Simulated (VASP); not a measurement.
# N (P6_3/mmc) in VASP: notebook, part 2 of 2

VASP 6.6.1. The steps go on from the part before.

**3. Single point, r2SCAN**

The input, POSCAR:

```
N
1.0
    2.5641627281      0.0000000000      0.0000000000
   -1.2820813640      2.2206300620      0.0000000000
    0.0000000000      0.0000000000      2.4406973209
N
2
Direct
    0.6666666667      0.3333333333      0.2500000000
    0.3333333333      0.6666666667      0.7500000000
```

The input, INCAR.step1:

```
PREC = Accurate
ENCUT = 520
ISMEAR = 0
SIGMA = 0.1
LREAL = F
LASPH = T
NELM = 100
NBANDS = 12
GGA = PE
ALGO = Normal
EDIFF = 1E-4
LWAVE = T
LCHARG = F
```

The input, INCAR.step2:

```
PREC = Accurate
ENCUT = 520
EDIFF = 1E-6
ISMEAR = 0
SIGMA = 0.1
LREAL = F
LASPH = T
NELM = 100
ALGO = Normal
ISIF = 2
LWAVE = F
LCHARG = F
METAGGA = R2SCAN
LMIXTAU = T
NBANDS = 12
ISTART = 1
```

The input, KPOINTS:

```
Automatic mesh
0
Gamma
  18 18 18
```

Potentials or basis: VASP PAW PBE potentials, release 64 (N).

The run is started by

```
cat potpaw_PBE.64/N/POTCAR > POTCAR
cp INCAR.step1 INCAR
mpirun -np 1 vasp_std > vasp.out
cp INCAR.step2 INCAR
mpirun -np 1 vasp_std > vasp.out
```

OUTCAR:

```text
PREC = Accurate
   ENCUT = 520
   EDIFF = 1E-6
   ISMEAR = 0
   LREAL = F
   LASPH = T
   NELM = 100
   ISIF = 2
   METAGGA = R2SCAN
   ISTART = 1

 ion  position               nearest neighbor table
   1  0.667  0.333  0.250-
   2  0.333  0.667  0.750-

  LATTYP: Found a hexagonal cell.
 ALAT       =     2.5641627281
 C/A-ratio  =     0.9518496210

  Lattice vectors:

 A1 = (   2.5641627281,   0.0000000000,   0.0000000000)
 A2 = (  -1.2820813640,   2.2206300620,   0.0000000000)
 A3 = (   0.0000000000,   0.0000000000,   2.4406973209)

Analysis of symmetry for initial positions (statically):
=====================================================================
 Subroutine PRICEL returns:
 Original cell was already a primitive cell.

 Routine SETGRP: Setting up the symmetry group for a
 hexagonal supercell.

 Subroutine GETGRP returns: Found 24 space group operations
 (whereof 12 operations were pure point group operations)
 out of a pool of 24 trial point group operations.

The static configuration has the point symmetry D_3d.
 The point group associated with its full space group is D_6h.

Analysis of symmetry for dynamics (positions and initial velocities):
=====================================================================
 Subroutine PRICEL returns:
 Original cell was already a primitive cell.

 Routine SETGRP: Setting up the symmetry group for a
 hexagonal supercell.

 Subroutine GETGRP returns: Found 24 space group operations
 (whereof 12 operations were pure point group operations)
 out of a pool of 24 trial point group operations.

The dynamic configuration has the point symmetry D_3d.
 The point group associated with its full space group is D_6h.

 Subroutine INISYM returns: Found 24 space group operations
 (whereof 12 operations are pure point group operations),
 and found     1 'primitive' translations

----------------------------------------------------------------------------------------

                                     Primitive cell

  volume of cell :      13.8975

  direct lattice vectors                    reciprocal lattice vectors
     2.564162728  0.000000000  0.000000000     0.389990849  0.225161322  0.000000000
    -1.282081364  2.220630062  0.000000000     0.000000000  0.450322644  0.000000000
     0.000000000  0.000000000  2.440697321     0.000000000  0.000000000  0.409718973

  length of vectors
     2.564162728  2.564162728  2.440697321     0.450322644  0.450322644  0.409718973

  position of ions in fractional coordinates (direct lattice)
     0.666666667  0.333333333  0.250000000
     0.333333333  0.666666667  0.750000000

  ion indices of the primitive-cell ions
   primitive index   ion index
                 1           1
                 2           2

----------------------------------------------------------------------------------------

 KPOINTS: Automatic mesh

Automatic generation of k-mesh.
 Grid dimensions read from file:
 generate k-points for:   18   18   18

 Generating k-lattice:

  Cartesian coordinates                     Fractional coordinates (reciprocal lattice)
[... 40 lines left out ...]
  0.388889  0.111111  0.000000     12.000000
 [... further k-points ...]
   k-points           NKPTS =    370   k-points in BZ     NKDIM =    370   number of bands    NBANDS=     12
   number of dos      NEDOS =    301   number of ions     NIONS =      2
   total plane-waves  NPLWV =   7200
   dimension x,y,z NGX =    20 NGY =   20 NGZ =   18
   dimension x,y,z NGXF=    40 NGYF=   40 NGZF=   36
   ions per type =               2
   NGX,Y,Z   is equivalent  to a cutoff of  12.97, 12.97, 12.26 a.u.
   NGXF,Y,Z  is equivalent  to a cutoff of  25.93, 25.93, 24.52 a.u.
 SYSTEM =  unknown system
   PREC   = accura    normal or accurate (medium, high low for compatibility)
   ISTART =      1    job   : 0-new  1-cont  2-samecut
   ICHARG =      0    charge: 1-file 2-atom 10-const
   ISPIN  =      1    spin polarized calculation?
   LNONCOLLINEAR =      F non collinear calculations
   LSORBIT =      F    spin-orbit coupling
   LASPH  =      T    aspherical Exc in radial PAW
   ENCUT  =  520.0 eV  38.22 Ry    6.18 a.u.   4.77  4.77  4.54*2*pi/ulx,y,z
   NELM   =    100;   NELMIN=  2; NELMDL=  0     # of ELM steps
   EDIFF  = 0.1E-05   stopping-criterion for ELM
   LREAL  =      F    real-space projection
   EDIFFG = 0.1E-04   stopping-criterion for IOM
   NSW    =      0    number of steps for IOM
   IBRION =     -1    ionic relax: 0-MD 1-quasi-New 2-CG
   NFREE  =      0    steps in history (QN), initial steepest desc. (CG)
   ISIF   =      2    stress and relaxation
   ISYM   =      2    0-nonsym 1-usesym 2-fastsym
   POTIM  = 0.5000    time-step for ionic-motion
   TEBEG  =    0.0;   TEEND  =   0.0 temperature during run
   PSTRESS=    0.0 pullay stress
   NELECT =      10.0000    total number of electrons
   NUPDOWN=      -1.0000    fix difference up-down
   EMIN   =  10.00;   EMAX   =-10.00  energy-range for DOS
   EFERMI =   0.00;   METHOD = LEGACY
   ISMEAR =     0;   SIGMA  =   0.10  broadening in eV -4-tet -1-fermi 0-gaus
   EFERMI_NEDOS =   21; number of points for ismear=-14 and -15
   IALGO  =     38    algorithm
   IMIX   =      4    mixing-type and parameters
     AMIX     =   0.40;   BMIX     =  1.00
     AMIX_MAG =   1.60;   BMIX_MAG =  1.00
  volume/ion in A,a.u.               =       6.95        46.89
  Fermi-wavevector in a.u.,A,eV,Ry     =   1.466998  2.772225 29.280878  2.152084
  Thomas-Fermi vector in A             =   2.582669
   LORBIT       =      0    0 simple, 1 ext, 2 COOP (PROOUT), +10 PAW based schemes
   METAGGA = R2SCAN    functional components
   LHFCALC =     F    Hartree Fock is set to
   AEXX    =    0.0000 exact exchange contribution
   IVDW    =     0    specifies the selected vdW correction
   LEPSILON=     F    determine dielectric tensor
   LRPA    =     F    only Hartree local field effects (RPA)
 non-spin polarized calculation
 Gauss-broadening in eV      SIGMA  =   0.10
  energy-cutoff  :      520.00
  volume of cell :       13.90
 maximum number of plane-waves:       399
 NGX is ok and might be reduce to    20
   NGX =  9   NGY =  9   NGZ =  9

 number of electron      10.0000001 magnetization

 Free energy of the ion-electron system (eV)
  ---------------------------------------------------
  ext. energy  EPLUGINS =         0.00000000
  ---------------------------------------------------
  free energy    TOTEN  =       -10.70041271 eV

  energy without entropy =      -10.69691719  energy(sigma->0) =      -10.69866495

 E-fermi :   6.4337     XC(G=0): -13.7907

 val. band max:        6.4264710419   @ k =   0.2778   0.1667   0.3889
 cond. band min:       6.4390749819   @ k =   0.2778   0.1667   0.0556
 fundamental gap:      0.0126039400
 Fermi energy:         6.4337088255

 k-point     1 :       0.0000    0.0000    0.0000
  band No.  band energies     occupation
      1     -16.3934      2.00000
      2      -0.1043      2.00000
      3       1.8531      2.00000
      4       3.7861      2.00000
      5       3.7861      2.00000
      6       9.2995      0.00000
      7       9.2995      0.00000
      8      12.8136      0.00000
      9      22.0965      0.00000
     10      24.9184      0.00000
     11      32.6879      0.00000
     12      32.6879      0.00000
[... 331 lines left out ...]
 k-point    24 :       0.3889    0.1111    0.0000
  band No.  band energies     occupation
      1     -12.0666      2.00000
      2      -8.2910      2.00000
      3      -0.1011      2.00000
      4       5.0838      2.00000
      5       5.2215      2.00000
      6       8.4351      0.00000
      7       9.3052      0.00000
      8      11.5672      0.00000
      9      21.7259      0.00000
     10      30.1227      0.00000
     11      32.8333      0.00000
     12      34.8261      0.00000

 [... further k-points ...]

------------------------ aborting loop because EDIFF is reached ----------------------------------------

  FORCE on cell =-STRESS in cart. coord.  units (eV):
  Direction    XX          YY          ZZ          XY          YZ          ZX
  --------------------------------------------------------------------------------------
  -------------------------------------------------------------------------------------
  Total       -0.0114353     -0.0114353      0.0017331     -0.0000000      0.0000000      0.0000000
  in kB       -1.3183275     -1.3183275      0.1998028     -0.0000000      0.0000000      0.0000000
  external PRESSURE =      -0.8122840 kB  Pullay stress =       0.0000000 kB

 VOLUME and BASIS-vectors are now :
 -----------------------------------------------------------------------------
  energy-cutoff  :      520.00
  volume of cell :       13.90
      direct lattice vectors                 reciprocal lattice vectors
     2.564162728  0.000000000  0.000000000     0.389990849  0.225161322  0.000000000
    -1.282081364  2.220630062  0.000000000     0.000000000  0.450322644  0.000000000
     0.000000000  0.000000000  2.440697321     0.000000000  0.000000000  0.409718973

 POSITION                                       TOTAL-FORCE (eV/Angst)
 -----------------------------------------------------------------------------------
      1.28208      0.74021      0.61017        -0.000000     -0.000000      0.000000
     -0.00000      1.48042      1.83052         0.000000      0.000000      0.000000
 -----------------------------------------------------------------------------------
    total drift:                                0.000000     -0.000000      0.000000

  FREE ENERGIE OF THE ION-ELECTRON SYSTEM (eV)
  ---------------------------------------------------
  free  energy   TOTEN  =       -10.7004127122 eV

  energy  without entropy=      -10.6969171889  energy(sigma->0) =      -10.69866495
```

OSZICAR.step1:

```text
N       E                     dE             d eps       ncg     rms          rms(c)
DAV:   1     0.248742091186E+02    0.24874E+02   -0.60041E+03  9244   0.816E+02
DAV:   2    -0.861579894013E+01   -0.33490E+02   -0.31908E+02 11444   0.179E+02
DAV:   3    -0.942198091951E+01   -0.80618E+00   -0.79778E+00 10724   0.237E+01
DAV:   4    -0.942350297870E+01   -0.15221E-02   -0.15220E-02  9880   0.115E+00
DAV:   5    -0.942350457646E+01   -0.15978E-05   -0.15973E-05  9372   0.384E-02    0.208E+00
DAV:   6    -0.942925547649E+01   -0.57509E-02   -0.17752E-03  9932   0.380E-01    0.127E+00
DAV:   7    -0.943460975924E+01   -0.53543E-02   -0.47268E-03 10088   0.629E-01    0.587E-02
DAV:   8    -0.943468501125E+01   -0.75252E-04   -0.45539E-05  7232   0.666E-02
   1 F= -.94346850E+01 E0= -.94328953E+01  d E =-.357948E-02
```

It took 1.7 min on 1 thread of Intel Xeon Platinum 8488C (Sapphire Rapids), shared host; peak memory 0.15 GiB.

Results:

```
Free energy            : -10.7004 eV
Pressure               : -0.1 GPa
Band gap on the k mesh : none (metal or under the smearing width)
```

Caveat: the PAW data sets were made with another functional, which shifts forces and pressure a little.
